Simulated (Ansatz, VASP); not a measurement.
**Two plane-wave programs on CdS**

Contents of INCAR:

```
SYSTEM = CdS
ALGO = Normal
EDIFF = 1E-6
ENCUT = 520
GGA = PE
GGA_COMPAT = .FALSE.
ISIF = 2
ISMEAR = -1
LASPH = .TRUE.
LCHARG = .TRUE.
LORBIT = 11
LORBMOM = .TRUE.
LREAL = .FALSE.
LSORBIT = .TRUE.
LVHAR = .TRUE.
LWAVE = .FALSE.
MAGMOM = 0 0 0 0 0 0
NBANDS = 30
NELM = 150
PREC = Accurate
SIGMA = 0.05
```

KPOINTS

```
k-points
0
G
  6 6 6
  0 0 0
```

The input POSCAR:

```
CdS
1.0
    0.0000000000      2.7532440000      2.7532440000
    2.7532440000      0.0000000000      2.7532440000
    2.7532440000      2.7532440000      0.0000000000
Cd S
1 1
Direct
    0.0000000000      0.0000000000      0.0000000000
    0.5000000000      0.5000000000      0.5000000000
```

File input.yaml:

```yaml
crystal:
  lattice:
    - [0.0, 2.753244, 2.753244]
    - [2.753244, 0.0, 2.753244]
    - [2.753244, 2.753244, 0.0]
  atoms:
    - { symbol: Cd, position: [0.0, 0.0, 0.0] }
    - { symbol: S, position: [0.5, 0.5, 0.5] }
hamiltonian:
  xc: pbe
  pseudopotentials: { kind: paw_fr }
magnetization:
  noncollinear: true
  spin_orbit: true
kpoints:
  mp_grid: { grid: [6, 6, 6] }
  band_path:
    path:
      - [[0.0, 0.0, 0.0], [0.5, 0.0, 0.5], [0.5, 0.25, 0.75], [0.375, 0.375, 0.75], [0.0, 0.0, 0.0], [0.5, 0.5, 0.5], [0.625, 0.25, 0.625], [0.5, 0.25, 0.75], [0.5, 0.5, 0.5], [0.375, 0.375, 0.75]]
      - [[0.625, 0.25, 0.625], [0.5, 0.0, 0.5]]
    npoints: 14
scf:
  occupations: { method: fermi_dirac, width: 0.05 }
  n_extra_bands: 6
output:
  forces: true
  stress: true
  eigenvalues: true
  fatbands: false
```

Measurements of this composition are mostly on another form, of space group No. 186.

Alike in both runs: functional PBE; k mesh 6 × 6 × 6; occupations fermi-dirac, width 0.05 eV; non-collinear spin, spin-orbit coupling.

|  | VASP | Ansatz |
| --- | --- | --- |
| version | VASP 6.6.1 | Ansatz 0.2.0 |
| potentials or method | VASP PAW PBE potentials, release 64 (Cd, S) | Ansatz PAW |
| plane-wave cutoff (eV) | 520 | 420 |
| valence electrons in the cell | 18 | 26 |
| task | single point | band structure |

Ansatz gave:

* gap on the k mesh at the Fermi level (eV): 0.25
* least direct gap on the mesh (eV): 1.51
* pressure (GPa): -0.5
* net moment per atom (μB): 0.00

Problem. Estimate VASP's values.

Solution. gap on the k mesh at the Fermi level (eV): 0.24; least direct gap on the mesh (eV): 1.49; pressure (GPa): -0.1; net moment per atom (μB): 0.00.

The two sets of potentials don't hold the same shells in valence.
